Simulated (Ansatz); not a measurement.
# Mn

```
Mn
1.0
    -1.39820    1.39820    1.39820
     1.39820   -1.39820    1.39820
     1.39820    1.39820   -1.39820
Mn
1
Direct
  0.00000 0.00000 0.00000
```

The cell was built from the bcc type and relaxed in the same program, and has space group Im-3m; it needn't be a known or the stable phase.

Other magnetic orders may lie lower; this is the state that the run reached.

Levels of theory: DFT, PBE, all-electron LAPW, scalar-relativistic (Ansatz 0.2.0); DFT, PBE, all-electron PAW with datasets made for the crystal, scalar-relativistic (Ansatz 0.2.0).

For LAPW: a Γ-centred 20×20×20 k mesh, Fermi–Dirac smearing of 0.03 eV, basis error target 0.5 meV/atom, spin-polarised from start moments Mn 4 μB. The crystal-made all-electron datasets (AE datasets) take a cutoff of 340 eV at this cell. The Ansatz runs share mesh, smearing and spin set-up. Values come from LAPW unless marked.

```
Band gap                                          : none: bands cross the Fermi level, a metal
Moment of the cell                                : 0.86 μB
Density of states at the Fermi level (0.2 eV bin) : 2.06 states/eV per cell
Volume per atom                                   : 73.8 bohr³
Pressure at this cell                             : 0.4 kbar
```

(1) Contact hyperfine fields (crystal-made datasets): what does the calculation give?

(2) Predict this quantity. Moments in the spheres.

Results:

(1) Mn -11.3 T, core polarisation included, positive along the moment of the spin-up electrons.

(2) Mn 0.87 μB.
